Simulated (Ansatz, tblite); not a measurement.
## A script for CO₂ (GFN1-xTB)

These are simulated results from tblite 0.8.0, not measurements. The cell began as a database structure and was relaxed with r2SCAN+rVV10 in plane waves (Ansatz 0.2.0). All runs are without spin polarisation.

It is orthorhombic, Cmce (No. 64); conventional cell a = 5.286 Å, b = 4.760 Å, c = 6.427 Å, 13.47 Å³ an atom. C is surrounded by 2 O at 1.16 Å; O is surrounded by 1 C at 1.16 Å.

tblite solves periodic systems at the zone centre alone, so the script builds a cluster of 2×2×2 conventional cells (96 atoms), which folds in a coarse mesh of k points.

run.py reads:

```python
import json
from ase import Atoms
from ase.build import make_supercell
from ase.units import Bohr, GPa, Hartree
from tblite.interface import Calculator

atoms = Atoms(['C', 'C', 'O', 'O', 'O', 'O'],
              cell=[[2.64290367, -2.37987408, 0.0], [2.64290367, 2.37987408, 0.0], [0.0, 0.0, 6.42703353]],
              scaled_positions=[[0.0, 0.0, 0.0], [0.5, 0.5, 0.5], [0.803731878, 0.196268122, 0.892865252], [0.196268122, 0.803731878, 0.107134748], [0.696268122, 0.303731878, 0.392865252], [0.303731878, 0.696268122, 0.607134748]],
              pbc=True)
cluster = make_supercell(atoms, [[2, 2, 0], [-2, 2, 0], [0, 0, 2]])
calc = Calculator('GFN1-xTB', cluster.numbers, cluster.positions / Bohr, lattice=cluster.cell[:] / Bohr, periodic=cluster.pbc)
calc.set('temperature', 0.02 / Hartree)
calc.set('max-iter', 150)
res = calc.singlepoint()
levels = res.get('orbital-energies') * Hartree
nv = round(res.get('orbital-occupations').sum() / 2)
cells = len(cluster) // len(atoms)
out = {'energy_per_cell': res.get('energy') * Hartree / cells, 'homo': levels[nv - 1], 'lumo': levels[nv],
       'stress': (-res.get('virial') * Hartree / cluster.get_volume() / GPa).tolist(), 'charges': res.get('charges')[:len(atoms)].tolist(), 'electrons': 2 * nv / cells}
json.dump(out, open('results.json', 'w'))
for key, value in out.items():
    print(key, value)
```

Command: `python run.py`. It took 1.5 s on 1 thread of Arm Neoverse V2 (shared host), peak memory 0.12 GiB.

The log:

```
------------------------------------------------------------
  cycle        total energy    energy error   density error
------------------------------------------------------------
      1     -353.7381690134  -3.5721039E+02   9.5359651E-01
      2     -369.4208711171  -1.5682702E+01   3.8016411E-01
      3     -369.5744470616  -1.5357594E-01   2.1685682E-01
      4     -369.5244144457   5.0032616E-02   5.7932867E-02
      5     -369.5985804874  -7.4166042E-02   4.0236388E-03
      6     -369.5989215289  -3.4104153E-04   7.5072862E-04
      7     -369.5989297026  -8.1736959E-06   4.0341890E-04
      8     -369.5989330744  -3.3717548E-06   1.1240023E-06
      9     -369.5989330744  -2.5181635E-11   5.7778658E-07
------------------------------------------------------------

 total:                                   0.947 sec
energy_per_cell -628.5812026301246
homo -16.310408475618836
lumo -8.046857833850044
stress [[0.30691561989383603, 2.076246686981314e-09, 1.5374980207162437e-09], [2.076246680011313e-09, -12.7922478024311, -2.2493949636699574e-06], [1.5374980255918123e-09, -2.249394961329854e-06, -7.172811598607778]]
charges [0.7550992932173162, 0.755100057002084, -0.3775501475495149, -0.37755018120109507, -0.3775496020853535, -0.3775504577584836]
electrons 32.0
```

The cycle table is in hartree for the whole cluster, and the lines after it are in eV (the energy for one cell). The printed stress is in GPa and positive in compression, and the pressure is its mean diagonal.

GFN1-xTB gives a gap of 8.26 eV. On the same cell, plane-wave PBE (Ansatz, 8×8×4 k points and the special points) gives a gap of 6.70 eV and r2SCAN a gap of 7.31 eV; on shared hosts these took about 5.1 and 15 core-seconds on the 6-atom cell, against 1.5 for the script. Semilocal gaps usually lie below measured ones. xTB was fitted to molecules, so gaps, charges and pressures of solids can be far off, and the gap also depends on the size of the cluster.

The same script was run on cells scaled at fixed shape and fractional coordinates:

```json
{"volume (Å³/atom)": "11.86", "energy (meV/atom)": "29.6", "pressure (GPa, positive in compression)": "14.55", "gap (eV)": "9.20"}
{"volume (Å³/atom)": "12.67", "energy (meV/atom)": "-11.6", "pressure (GPa, positive in compression)": "2.40", "gap (eV)": "8.71"}
{"volume (Å³/atom)": "13.47", "energy (meV/atom)": "0.0", "pressure (GPa, positive in compression)": "-6.55", "gap (eV)": "8.26"}
{"volume (Å³/atom)": "14.28", "energy (meV/atom)": "50.6", "pressure (GPa, positive in compression)": "-13.18", "gap (eV)": "7.85"}
{"volume (Å³/atom)": "15.09", "energy (meV/atom)": "130.1", "pressure (GPa, positive in compression)": "-18.08", "gap (eV)": "7.48"}
```

A Birch-Murnaghan fit puts the minimum at 12.86 Å³/atom, 4.6 % below the given cell, with a bulk modulus of 153 GPa at fixed shape.

xTB was fitted mostly to molecules, and a small cluster samples few k points, so gaps, pressures and kinks along a curve can be far from a solid's.
